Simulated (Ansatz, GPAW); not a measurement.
This is a calculation of Bi for Ansatz 0.2.0. This isn't the form of Bi at room conditions, which is rhombohedral.

input.yaml

```yaml
crystal:
  lattice:
    - [-4.449748, 4.449748, 2.065632]
    - [4.449748, -4.449748, 2.065632]
    - [4.449748, 4.449748, -2.065632]
  atoms:
    - { symbol: Bi, position: [0.1456555, 0.3543445, 0.5] }
    - { symbol: Bi, position: [0.8543445, 0.6456555, 0.5] }
    - { symbol: Bi, position: [0.6456555, 0.1456555, 0.791311] }
    - { symbol: Bi, position: [0.3543445, 0.8543445, 0.208689] }
hamiltonian:
  xc: pbesol
  pseudopotentials: { kind: paw }
kpoints:
  mp_grid: { grid: [7, 7, 7] }
scf:
  occupations: { method: fermi_dirac, width: 0.05 }
output:
  forces: true
  stress: true
  eigenvalues: true
```

Potentials or basis: Ansatz PAW.

The run is started by

```bash
$ ansatz run input.yaml --threads 1 --pin off --max-ram 3584MiB --backend cpu --events-out ev --progress --plain --runs-dir out
```

**Question.** Set up the same calculation for GPAW 26.7.0 (ASE script). Potentials or basis there: PAW data sets generated for this functional, cutoff 600 eV.

**Answer.** As run (cutoffs and basis follow the program's own potentials, and thresholds, step limits or extra output files can differ):

Contents of run.py:

```python
from ase import Atoms
from ase.dft.bandgap import bandgap
from ase.io import write
from ase.units import GPa
from gpaw import GPAW, PW, setup_paths

setup_paths.insert(0, '.')

atoms = Atoms(['Bi', 'Bi', 'Bi', 'Bi'],
              cell=[[-4.449748, 4.449748, 2.065632],
                    [4.449748, -4.449748, 2.065632],
                    [4.449748, 4.449748, -2.065632]],
              scaled_positions=[[0.1456555, 0.3543445, 0.5],
                                [0.8543445, 0.6456555, 0.5],
                                [0.6456555, 0.1456555, 0.791311],
                                [0.3543445, 0.8543445, 0.208689]],
              pbc=True)

calc = GPAW(mode=PW(600),
            xc='PBEsol',
            kpts={'size': (7, 7, 7), 'gamma': True},
            occupations={'name': 'fermi-dirac', 'width': 0.05},
            nbands=46,
            convergence={'density': 1e-05, 'energy': 1e-05},
            maxiter=150,
            txt='gpaw.txt')
atoms.calc = calc
energy = atoms.get_potential_energy()
forces = atoms.get_forces()
stress = atoms.get_stress()
calc.write('gs.gpw')
write('result.traj', atoms)
print(f'Energy: {energy:.6f} eV')
print('Forces (eV/A):')
print(forces.round(4))
print('Stress (GPa):', (stress / GPa).round(3))
print('Fermi level:', round(calc.get_fermi_level(), 4), 'eV')
print(f'Gap: {bandgap(calc)[0]:.4f} eV, direct: {bandgap(calc, direct=True)[0]:.4f} eV')
```

Potentials or basis: PAW data sets generated in the run's folder for this functional, pw.

Command:

```sh
$ gpaw-setup -f PBEsol Bi
$ OMP_NUM_THREADS=1 python run.py
```

Both were run:

|  | Ansatz | GPAW |
| --- | --- | --- |
| Pressure | -1.8 GPa | -1.9 GPa |
| Largest force | 0.122 eV/Å | 0.122 eV/Å |

Ansatz's pressure holds a Pulay term of +0.02 GPa for its cutoff of 420 eV, which the other run lacks.

Ansatz's potentials were made for PBE.

Where Ansatz's input types no cutoff or centring, it takes its own default and a Γ-centred mesh.

Pressure is positive in compression.
